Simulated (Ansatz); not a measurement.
**Equation of state of ZnAu**

```cif
data_structure
_symmetry_space_group_name_H-M 'Pm-3m'
_symmetry_Int_Tables_number 221
_cell_length_a 3.1501
_cell_length_b 3.1501
_cell_length_c 3.1501
_cell_angle_alpha 90.000
_cell_angle_beta 90.000
_cell_angle_gamma 90.000
_cell_volume 31.26
loop_
_atom_site_label
_atom_site_type_symbol
_atom_site_symmetry_multiplicity
_atom_site_Wyckoff_symbol
_atom_site_fract_x
_atom_site_fract_y
_atom_site_fract_z
_atom_site_occupancy
Zn1 Zn 1 b 0.50000 0.50000 0.50000 1
Au1 Au 1 a 0.00000 0.00000 0.00000 1
```

The runs use the primitive cell with vectors (3.150, 0.000, 0.000), (0.000, 3.150, 0.000), (0.000, 0.000, 3.150) Å, to which the k mesh refers.

The cell is the one relaxed in the Materials Project (mp-1684), not relaxed further here; entries there can be hypothetical.

No spin–orbit coupling, which matters for the heavy atoms here.

Methods: DFT, PBEsol, all-electron LAPW, scalar-relativistic (Ansatz 0.2.0); DFT, PBEsol, PAW with Ansatz's default frozen-core files, scalar-relativistic (Ansatz 0.2.0).

For LAPW: a Γ-centred 13×13×13 k mesh, Fermi–Dirac smearing of 0.05 eV, basis error target 1 meV/atom, no spin polarisation. PAW takes a cutoff of 420 eV at this cell (files made with PBE, cores remade for this functional). The Ansatz runs share mesh, smearing and spin set-up. Plane-wave (PAW) pressures include the program's estimate of the Pulay term.

The cell above is scaled evenly, with fractional coordinates and shape held.

(1) Estimate the equilibrium volume and bulk modulus that LAPW (all electrons) gives for this fixed shape.

Answers

(1) V0 = 15.31 Å³/atom, B0 = 143 GPa, B0′ = 5.4, from a third-order Birch–Murnaghan fit to these pressures:
| V/V(cell) | V (Å³/atom) | P, LAPW (GPa) | P, PAW (GPa) | free energy over the lowest listed, PAW (meV/atom) |
| --- | --- | --- | --- | --- |
| 0.9405 | 14.699 | 6.50 | 6.50 | 11.2 |
| 0.9700 | 15.160 | 1.46 | 1.45 | 0.0 |
| 1.0000 | 15.629 | -2.77 | -2.78 | 2.1 |
| 1.0300 | 16.098 | -6.23 | -6.25 | 15.5 |
| 1.0600 | 16.566 | -9.07 | -9.08 | 38.1 |
